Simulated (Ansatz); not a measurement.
Before relaxation, H put at a top V site (V, Fm-3m (No. 225), (1 0 0) face):

```yaml
crystal:
  lattice:
    - [2.66525, 0.00000, 0.00000]
    - [0.00000, 2.66525, 0.00000]
    - [0.00000, 0.00000, 24.65385]
  atoms:
    - { symbol: V, position: [0.50000, 0.50000, 0.34477] }
    - { symbol: V, position: [0.00000, 0.00000, 0.42122] }
    - { symbol: V, position: [0.50000, 0.50000, 0.50054] }
    - { symbol: V, position: [0.00000, 0.00000, 0.57400] }
    - { symbol: H, position: [0.00000, 0.00000, 0.64863] }
```

These are results of Ansatz, DFT PBEsol, scalar-relativistic, plane waves, PAW, not measurements. Settings: cutoff 420 eV, Γ-centred mesh 11×11×1 on the computed 5-atom cell, Gaussian smearing of 0.10 eV; no spin polarisation. A dipole correction removes the field between periodic images along c.

Atoms 1, 2 (counted from 1) are held. The cell is fixed. Force threshold 0.03 eV/Å.

(1) Where does it end?

The end is the local minimum or symmetric point that this start leads to. The slab is only 5.7 Å thick, so the energy isn't converged with thickness.

Results:

(1) The energy falls by 0.148 eV in 4 steps, to:

```xyz
5
Lattice="2.6652 0.0000 0.0000 0.0000 2.6652 0.0000 0.0000 0.0000 24.6538" Properties=species:S:1:pos:R:3 pbc="T T T"
V     1.3326    1.3326    8.5000
V     0.0000    0.0000   10.3846
V     1.3326    1.3326   12.2832
V     0.0000    0.0000   14.1680
H     0.0000    0.0000   15.8296
```

The reference crystal is the fcc form of V, which isn't its usual structure.